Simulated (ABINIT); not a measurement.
# TiC in ABINIT: the effect of dispersion

Crystal: TiC.

```
CELL_PARAMETERS angstrom
0.00000 2.16572 2.16572
2.16572 0.00000 2.16572
2.16572 2.16572 0.00000
ATOMIC_POSITIONS crystal
Ti 0.00000 0.00000 0.00000
C 0.50000 0.50000 0.50000
```

The cell is a database's computed one.

Alike in all runs:

```yaml
Program: ABINIT 10.8.3 (patched build)
Task: equation of state
Functional: PBE
Potentials_or_basis: JTH PAW PBE v2.0
Cutoff: 517 eV
k_mesh: 11 × 11 × 11
Occupations: fermi-dirac, width 0.05 eV
Spin: no spin polarisation
```

```csv
dispersion,V0 of scaled cells (Å³/atom),B0 (GPa)
none,?,?
D3,9.98,266
D3(BJ),9.90,269
D4,9.99,268
```

Problem. What does the run with dispersion none give?

Solution. V0 of scaled cells 10.19 Å³/atom; B0 248 GPa.

Caveats: pressures at fixed basis lie under the slope of the energies.
